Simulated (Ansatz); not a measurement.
BaTiO₃ (Pm-3m), one atom moved over a plane

Level of theory: Ansatz, DFT PBE, scalar-relativistic, plane waves, PAW. Cutoff 420 eV, Γ-centred 8×8×8 k-points, Gaussian smearing of 0.05 eV. Spin–orbit coupling is left out, which matters for the heavy elements here. No spin polarisation. Energies are free energies at this smearing, counted from the undisturbed cell; pressure is positive in compression.

Reference structure (relaxed at this level; it needn't be the usual structure):

```
CELL_PARAMETERS angstrom
4.01923 0.00000 0.00000
0.00000 4.01923 0.00000
0.00000 0.00000 4.01928
ATOMIC_POSITIONS crystal
Ba 0.00000 0.00000 0.00000
Ti 0.50000 0.50000 0.50000
O 0.50000 0.50000 0.00000
O 0.50000 0.00000 0.50000
O 0.00000 0.50000 0.50000
```

Atom 3 (O) is moved by p along (0.707, 0.707, 0.000) and q along (0.000, 0.000, 1.000) (Å), all else fixed. Points are written (p, q).

Energy above the undisturbed cell in eV/cell (a dash: not computed):

| p \ q | -0.200 | -0.100 | 0.000 | 0.100 | 0.200 |
| --- | --- | --- | --- | --- | --- |
| -0.200 | 0.22 | 0.13 | 0.11 | 0.13 | 0.22 |
| -0.100 | 0.14 | 0.05 | 0.03 | 0.05 | 0.14 |
| 0.000 | 0.12 | 0.02 | 0.00 | 0.02 | 0.12 |
| 0.100 | 0.14 | 0.05 | 0.03 | 0.05 | 0.14 |
| 0.200 | 0.22 | 0.13 | 0.11 | 0.13 | 0.22 |

Pressure in GPa:

```
 p \ q  -0.200  -0.100  0.000  0.100  0.200
-0.200     2.9     0.8    0.2    0.8    2.9
-0.100     2.9     0.7    0.0    0.7    2.9
 0.000     2.9     0.7    0.0    0.7    2.9
 0.100     2.9     0.7    0.0    0.7    2.9
 0.200     2.9     0.8    0.2    0.8    2.9
```

Gap on the k-mesh in eV:

| p \ q | -0.200 | -0.100 | 0.000 | 0.100 | 0.200 |
| --- | --- | --- | --- | --- | --- |
| -0.200 | 1.86 | 1.82 | 1.74 | 1.82 | 1.86 |
| -0.100 | 1.85 | 1.80 | 1.77 | 1.80 | 1.85 |
| 0.000 | 1.85 | 1.80 | 1.78 | 1.80 | 1.85 |
| 0.100 | 1.85 | 1.80 | 1.77 | 1.80 | 1.85 |
| 0.200 | 1.86 | 1.82 | 1.74 | 1.82 | 1.86 |

Many cubic perovskites lower their energy by tilts or polar distortions; a scan of this one displacement doesn't rule them out.